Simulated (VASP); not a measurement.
A run of VASP 6.6.1 is set up as follows.

POSCAR

```
GaP
1.0
    1.9430151800      1.1218003300      6.4308101000
   -1.9430151800      1.1218003300      6.4308101000
    0.0000000000     -2.2436006700      6.4308101000
Ga P
2 2
Direct
    0.4353720000      0.4353720000      0.4353720000
    0.5646280000      0.5646280000      0.5646280000
    0.0573890000      0.0573890000      0.0573890000
    0.9426110000      0.9426110000      0.9426110000
```

The input INCAR.step1:

```
PREC = Accurate
ENCUT = 520
ISMEAR = 0
SIGMA = 0.1
LREAL = False
LASPH = True
NELM = 100
NBANDS = 26
GGA = PE
ALGO = Normal
EDIFF = 1E-4
LWAVE = True
LCHARG = False
```

INCAR.step2

```
PREC = Accurate
ENCUT = 520
EDIFF = 1E-7
ISMEAR = 0
SIGMA = 0.1
LREAL = False
LASPH = True
NELM = 100
ALGO = Normal
ISIF = 2
LWAVE = False
LCHARG = False
METAGGA = R2SCAN
LMIXTAU = True
NBANDS = 26
ISTART = 1
```

The input KPOINTS:

```
regular mesh
0
Gamma
  6 6 6
```

Potentials or basis: VASP PAW PBE potentials, release 64 (Ga_d, P).

Run with:

```bash
$ cat potpaw_PBE.64/Ga_d/POTCAR potpaw_PBE.64/P/POTCAR > POTCAR
$ cp INCAR.step1 INCAR
$ mpirun -np 1 vasp_std > vasp.out
$ cp INCAR.step2 INCAR
$ mpirun -np 1 vasp_std > vasp.out
```

**Question.** Predict the largest force.

**Answer.** 0.058 eV/Å.

**Question.** What does it give for the pressure?

**Answer.** -2.4 GPa.

**Question.** What does it give for the band gap on the k mesh?

**Answer.** 1.08 eV, indirect (least direct gap 1.48 eV).

Stress tensor (GPa, compression positive):
```
-2.40  0.00  0.00
 0.00 -2.40  0.00
 0.00  0.00 -2.54
```

Caveat: the PAW data sets were made with another functional, which shifts forces and pressure a little. A k mesh can miss the band edges.
